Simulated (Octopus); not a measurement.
# Ge (Fd-3m) in Octopus: reference runs

Reference runs on Ge: the cell as given.

Everything below comes from runs of Octopus 16.4. Logs are shortened: lines on timing, memory, paths and dates and some standing lists are left out, and cuts for length are marked.

**Measured values to compare with.**

From “Temperature-dependent photoluminescence in Ge: experiment and theory”, 2020, arxiv:2003.00143, for a bulk crystal of Ge at 0 K: band gap 0.744 eV (indirect).

The runs below are set against these values where they give the same quantity.

### 1 Starting point

It takes space group Fd-3m (No. 227, cubic). Conventional cell: a = 5.658 Å, b = 5.658 Å, c = 5.658 Å, α = 90.00°, β = 90.00°, γ = 90.00°. Ge (site symmetry -43m) has 4 Ge at 2.45 Å as nearest neighbours.

### 2 Single point, PBE

Contents of inp:

```
CalculationMode = gs
UnitsOutput = eV_Angstrom
PeriodicDimensions = 3
ExperimentalFeatures = yes
PseudopotentialSet = pseudodojo_pbe
%LatticeParameters
 1*angstrom | 1*angstrom | 1*angstrom
%
%LatticeVectors
 0 | 2.82891 | 2.82891
 2.82891 | 0 | 2.82891
 2.82891 | 2.82891 | 0
%
%ReducedCoordinates
 "Ge" | 0.75 | 0.75 | 0.75
 "Ge" | 0.5 | 0.5 | 0.5
%
%Spacing
 0.13795458*angstrom | 0.13795458*angstrom | 0.13795458*angstrom
%
DerivativesOrder = 8
%KPointsGrid
 8 | 8 | 8
%
KPointsUseSymmetries = yes
XCFunctional = gga_x_pbe + gga_c_pbe
SmearingFunction = fermi_dirac
Smearing = 0.05*eV
ExtraStates = 6
Eigensolver = chebyshev_filter
ConvRelDens = 3e-7
MaximumIter = 120
%Output
 density | cube
 elf | cube
 potential | cube
%
```

Potentials or basis: pseudodojo_pbe (PseudoDojo 0.5, PBE).

Launch:

```
OMP_NUM_THREADS=1 octopus > out.log
```

out.log:

```text
Running octopus

Version                : 16.4
Optional libraries     :

************************** Calculation Mode **************************
Input: [CalculationMode = gs]
**********************************************************************

Input: [SpinComponents = unpolarized]

******************************* Space ********************************
Octopus will run in 3 dimension(s).
Octopus will treat the system as periodic in 3 dimension(s).
**********************************************************************

Input: [AllElectronType = no]
Input: [PseudopotentialSet = pseudodojo_pbe]
Reading Coordinates from ReducedCoordinates block

****************************** Species *******************************
  Species 'Ge'
    type             : pseudopotential
    file             : 'Ge.upf'
    file format      : UPF2
    valence charge   : 14.0
    atomic number    :  32
    form on file     : kleinman-bylander
    lmax             : 2
    llocal           : -1
    projectors per l : 2
    total projectors : 6
    application form : kleinman-bylander
    orbitals         :  9
    bound orbitals   :  9

**********************************************************************

***************************** Symmetries *****************************
Space group No.  227
International: Fd-3m
Schoenflies: Oh^7
Info: The system has    24 symmorphic symmetries that can be used.
  Index                Rotation matrix                      Fractional translations
    1 :     1   0   0     0   1   0     0   0   1      0.000000    0.000000    0.000000
    2 :     0   1  -1     1   0  -1     0   0  -1      0.000000    0.000000    0.000000
    3 :    -1   0   0    -1   0   1    -1   1   0      0.000000    0.000000    0.000000
    4 :     0  -1   1     0  -1   0     1  -1   0      0.000000    0.000000    0.000000
    5 :     0   1   0     0   0   1     1   0   0      0.000000    0.000000    0.000000
    6 :    -1   0   1    -1   1   0    -1   0   0      0.000000    0.000000    0.000000
[... 16 lines left out ...]
   23 :     1   0   0     0   0   1     0   1   0      0.000000    0.000000    0.000000
   24 :     0  -1   1     1  -1   0     0  -1   0      0.000000    0.000000    0.000000
Info: The system also has    24 nonsymmorphic symmetries (not used for electrons).
    1 :     1   0  -1     1   0   0     1  -1   0      0.250000    0.250000    0.250000
    2 :     0   1   0     0   1  -1    -1   1   0      0.250000    0.250000    0.250000
    3 :     0  -1   0    -1   0   0     0   0  -1      0.250000    0.250000    0.250000
    4 :    -1   0   1     0  -1   1     0   0   1      0.250000    0.250000    0.250000
    5 :    -1   1   0     0   1   0     0   1  -1      0.250000    0.250000    0.250000
    6 :     0   0   1    -1   0   1     0  -1   1      0.250000    0.250000    0.250000
[... 16 lines left out ...]
   23 :     0   0   1     0  -1   1    -1   0   1      0.250000    0.250000    0.250000
   24 :     1  -1   0     1   0   0     1   0  -1      0.250000    0.250000    0.250000
**********************************************************************

Input: [CurvMethod = curv_affine]
Input: [DerivativesStencil = stencil_stargeneral]

****************************** Lattice *******************************
  Lattice Vectors [A]
    0.000000    2.828910    2.828910
    2.828910    0.000000    2.828910
    2.828910    2.828910    0.000000
  Cell volume =            45.2780 [A^3]
  Reciprocal-Lattice Vectors [A^-1]
   -1.110531    1.110531    1.110531
    1.110531   -1.110531    1.110531
    1.110531    1.110531   -1.110531
  Cell angles [degree]
    alpha =   60.000
    beta  =   60.000
    gamma =   60.000
**********************************************************************

Checking if the generated full k-point grid is symmetric

    29 k-points generated from parameters :
 ---------------------------------------------------
[... 122 lines left out ...]
Input: [MixingScheme = broyden]
Info: Mixing uses    4 steps and restarts after   20 steps.
Input: [LCAOStart = lcao_states]
Input: [LCAOScaleFactor = 1.000]
Input: [LCAOMaximumOrbitalRadius = 10.58 A]

** Warning:
**   Cannot do LCAO for all states because there are not enough atomic orbitals.
**   Required: 20. Available: 18. 2 orbitals will be randomized.

Info: Unnormalized total charge =     27.998697
Info: Renormalized total charge =     28.000000

** Warning:
**   Symmetrization discrepancy ratio (scalar) =  4.85186E-05

Info: Setting up Hamiltonian.
Info: Performing initial LCAO calculation with     18 orbitals.
Info: Getting Hamiltonian matrix elements.

Eigenvalues [eV]
 #st  Spin   Eigenvalue      Occupation
#k =       1, k = (  0.000000,  0.000000,  0.000000)
   1   --   -21.532792       2.000000
   2   --   -21.532618       2.000000
   3   --   -21.532618       2.000000
   4   --   -21.476146       2.000000
   5   --   -21.476146       2.000000
   6   --   -21.272224       2.000000
[... 10 lines left out ...]
  17   --     6.382179       1.999856
  18   --     6.382706       1.999855
#k =       2, k = (  0.125000,  0.000000,  0.000000)
   1   --   -21.087947       2.000000
   2   --   -21.086649       2.000000
   3   --   -20.968529       2.000000
   4   --   -20.966605       2.000000
   5   --   -20.559245       2.000000
   6   --   -20.557324       2.000000
[... 10 lines left out ...]
  17   --     6.874974       0.843320
  18   --     7.731063       0.000000
[... 27 further k-points ...]
Fermi energy =     6.859176 eV
Generating random wavefunctions for states       19 and above
Orthogonalizing wavefunctions.
Info: Ground-state restart information will be written to 'restart/gs'.
Info: SCF using complex wavefunctions.
Info: Starting SCF iteration.

** Warning:
**   Symmetrization discrepancy ratio (scalar) =  4.46529E-03

*********************** SCF CYCLE ITER #    1 ************************
 etot  = -4.86980099E+03 abs_ev   =  1.91E+02 rel_ev   =  4.27E-01
 ediff =        1.79E+02 abs_dens =  1.30E+00 rel_dens =  4.65E-02
Matrix vector products: 725
Converged eigenvectors: 0

#  State  KPoint  Eigenvalue [eV]  Occupation    Error
      1      25      -21.587405    2.000000   ( 3.4E-04)
      1      23      -21.586144    2.000000   ( 8.6E-04)
      1      20      -21.586060    2.000000   ( 5.8E-04)
      1      18      -21.585321    2.000000   ( 3.5E-04)
      1      27      -21.585183    2.000000   ( 6.3E-04)
      2      27      -21.583689    2.000000   ( 5.0E-04)
      1      19      -21.582775    2.000000   ( 6.1E-04)
      1      17      -21.582588    2.000000   ( 7.8E-04)
[... 23 lines left out ...]
     20      17       15.814816    0.000000   ( 9.8E-02)
     20      29       15.979982    0.000000   ( 1.1E-01)
     20      13       16.460885    0.000000   ( 1.4E-01)
     20      25       16.541235    0.000000   ( 1.5E-01)
     20      23       16.577769    0.000000   ( 1.3E-01)
     20      20       16.743573    0.000000   ( 1.1E-01)
     20      27       16.814823    0.000000   ( 1.4E-01)
     20      28       17.193533    0.000000   ( 1.3E-01)

Density of states:

%---------------------------------------------------------------------
%---------------------------------------------------------------------
%---------------------------------------------------------------------
%---------------------------------------------------------------------
%---------------------------------------------------------------------
%%--------------------------------------------------------------------
%%--------------------------------------------------------------------
%%--------------------------------------------------------------------
%%--------------------------------------------------------------------
%%------------------------------------%%%------%-%-%%--%--%----%------
                                            ^

Fermi energy =     3.213997 eV

**********************************************************************

*********************** SCF CYCLE ITER #    2 ************************
 etot  = -4.86377267E+03 abs_ev   =  2.54E+00 rel_ev   =  5.72E-03
 ediff =        2.22E-01 abs_dens =  1.42E-01 rel_dens =  5.06E-03
Matrix vector products: 725
Converged eigenvectors: 0
[... 139 lines left out ...]
*********************** SCF CYCLE ITER #   14 ************************
 etot  = -4.86100203E+03 abs_ev   =  8.69E-05 rel_ev   =  1.96E-07
 ediff =        5.66E-06 abs_dens =  9.97E-07 rel_dens =  3.56E-08
Matrix vector products: 725
Converged eigenvectors: 334

#  State  KPoint  Eigenvalue [eV]  Occupation    Error
      1      25      -21.478548    2.000000   ( 2.2E-08)
      1      23      -21.477299    2.000000   ( 2.0E-08)
      1      20      -21.477097    2.000000   ( 2.2E-08)
      1      18      -21.476394    2.000000   ( 2.2E-08)
      1      27      -21.476060    2.000000   ( 2.7E-08)
      2      27      -21.475255    2.000000   ( 2.7E-08)
      1      17      -21.473886    2.000000   ( 2.6E-08)
      1      19      -21.473832    2.000000   ( 2.7E-08)
[... 23 lines left out ...]
     20      28       14.523508    0.000000   ( 3.0E-02)
     20      22       14.616894    0.000000   ( 3.3E-02)
     19      29       15.047276    0.000000   ( 8.5E-03)
     20      29       15.061632    0.000000   ( 1.9E-02)
     20      17       15.223916    0.000000   ( 1.6E-02)
     20      26       15.387917    0.000000   ( 1.3E-02)
     20      23       15.398852    0.000000   ( 1.7E-02)
     20      24       15.855973    0.000000   ( 1.2E-02)

Density of states:

%---------------------------------------------------------------------
%---------------------------------------------------------------------
%---------------------------------------------------------------------
%---------------------------------------------------------------------
%---------------------------------------------------------------------
%---------------------------------------------------------------------
%%--------------------------------------------------------------------
%%--------------------------------------------------------------------
%%--------------------------------------------------------------------
%%---------------------------------------%%-------%----%----%--%------
                                              ^

Fermi energy =     3.482325 eV

**********************************************************************

Info: SCF converged in   14 iterations

** Warning:
**   Some of the states are not fully converged!

Info: Number of matrix-vector products:      10150
Info: Writing output to static/

Info: Finished writing information to 'restart/gs'.

Octopus emitted 19 warnings.
```

Run time: 5 min. Hardware: 1 thread of Arm Neoverse V1, shared host; peak memory 0.81 GiB.

Results:

- Free energy: -4861.0028 eV
- Band gap on the k mesh: none (metal or under the smearing width)

Caveat: this crystal is a semiconductor, whose small gap the functional closes, so the metal is an error of the method.

### 3 Comparison with measurements

Step 2. Measured gap of Ge: 0.744 eV (indirect; 0 K; “Temperature-dependent photoluminescence in Ge: experiment and theory”, 2020, arxiv:2003.00143). This calculation gives 0.00 eV (-0.74 eV). 3 values of this kind are on record (0.666 to 0.807 eV); this one was drawn at random among those near their median. Spin-orbit coupling on Ge is left out. The value is that of PBE on a finite k mesh, which can miss the band edges, without temperature or zero-point motion. Semilocal functionals fall short of measured gaps as a rule.
